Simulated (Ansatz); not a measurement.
## ScAl3 (Pm-3m), a vibration from a frozen displacement

Level of theory: DFT PBEsol, scalar-relativistic, plane waves, PAW in Ansatz. Cutoff 420 eV, Γ-centred 12×12×12 k-points, Gaussian smearing of 0.15 eV. No spin polarisation. Energies are free energies at this smearing, counted from the undisturbed cell; pressure is positive in compression.

Zero of the scan (relaxed at this level; it needn't be the usual structure):

```xyz
4
Lattice="4.0713 0.0000 0.0000 0.0000 4.0713 0.0000 0.0000 0.0000 4.0713" Properties=species:S:1:pos:R:3 pbc="T T T"
Sc    0.0000    0.0000    0.0000
Al    2.0356    0.0000    2.0356
Al    0.0000    2.0356    2.0356
Al    2.0356    2.0356    0.0000
```

Every Al atom is moved by x along the Cartesian unit vector (0.707, 0.707, 0.000); the cell and all other atoms stay fixed. The cell's volume is 67.48 Å³; the moved atoms weigh 80.945 u together and the others 44.956 u. Some rows repeat others by symmetry and weren't run.

| x (Å) | ΔE (meV/cell) | total force on the moved atoms along the move (eV/Å) | pressure (GPa) |
| --- | --- | --- | --- |
| -0.3000 | 453.68 | 3.0963 | 2.3792 |
| -0.2625 | 345.43 | 2.6795 | 1.8307 |
| -0.2250 | 252.57 | 2.2749 | 1.3551 |
| -0.1875 | 174.68 | 1.8805 | 0.9525 |
| -0.1500 | 111.43 | 1.4945 | 0.6231 |
| -0.1125 | 62.52 | 1.1151 | 0.3669 |
| -0.0750 | 27.73 | 0.7408 | 0.1839 |
| -0.0375 | 6.93 | 0.3695 | 0.0741 |
| 0.0000 | 0.00 | 0.0000 | 0.0375 |
| 0.0375 | 6.93 | -0.3695 | 0.0741 |
| 0.0750 | 27.73 | -0.7408 | 0.1839 |
| 0.1125 | 62.52 | -1.1151 | 0.3669 |
| 0.1500 | 111.43 | -1.4945 | 0.6231 |
| 0.1875 | 174.68 | -1.8805 | 0.9525 |
| 0.2250 | 252.57 | -2.2749 | 1.3551 |
| 0.2625 | 345.43 | -2.6795 | 1.8307 |
| 0.3000 | 453.68 | -3.0963 | 2.3792 |

Question: What frequency belongs to this motion?

Answer: The force constant is k = −dF/dx = 9.854 eV/Å², from the parabola through x = -0.0375, 0 and 0.0375. In every cell the moved atoms swing against the rest, so the mass is μ = m₁m₂/(m₁ + m₂) = 28.903 u, and ν̃ = 521.5 cm⁻¹ × √(|k|/μ) = 304 cm⁻¹. The pattern needn't be a normal mode: ν̃² is then a weighted mean of the squared nonzero frequencies at the zone centre of this cell, so it lies between the lowest and the highest of them.

Question: How far does the harmonic law reach?

Answer: At x = -0.300 Å, kx²/2 = 443.44 meV against the computed 453.68 meV (+2.3 %): the well is still close to harmonic there.

Question: The pressure changes with x². What does that say about the frequency under compression?

Answer: With E = k(V)x²/2, k ∝ V^(−2γ) and x scaling with the cell as V^(1/3), P − P0 = −∂E/∂V = (2γ − 2/3) ΔE/V. At x = 0.0750 Å, V(P − P0) = 67.48 × 0.14641 / 160.2 eV = 61.67 meV and ΔE = 27.73 meV, so γ = 1/3 + V(P − P0)/(2ΔE) = 1.45. This is the Grüneisen parameter of the motion under uniform scaling of the cell: shrinking the cell evenly by 1 % in volume raises the frequency by about 1.45 %.

In a metal these slopes depend on the k mesh and the smearing.

The Al sublattice moves rigidly, so all Al–Al distances stay fixed and the restoring force comes from the Sc–Al contacts, with the conduction electrons screening the long-range Coulomb part. The stiffness of 9.854 eV/Å² therefore measures how strongly Sc is held in its Al cage, probably through Sc 3d–Al 3p hybridisation together with short-range repulsion. Inversion symmetry removes the cubic term. The slight hardening at large x fits the steep repulsion in the shortened contacts outweighing the softening of the lengthened ones. The positive Grüneisen parameter of 1.45 reflects a different anharmonic term, the coupling of x² to the volume, and fits a stiffening of the Sc–Al contacts as compression shortens them all.

The displacement has T1u symmetry, so it can mix with the other polar pattern, in which the Al atoms also move against each other, but not with the silent T2u mode. The value of 304 cm⁻¹ is thus bracketed by the two optical T1u frequencies, and in the harmonic limit it is the same for any direction of the move. The positive curvature doesn't establish dynamical stability away from the zone centre.
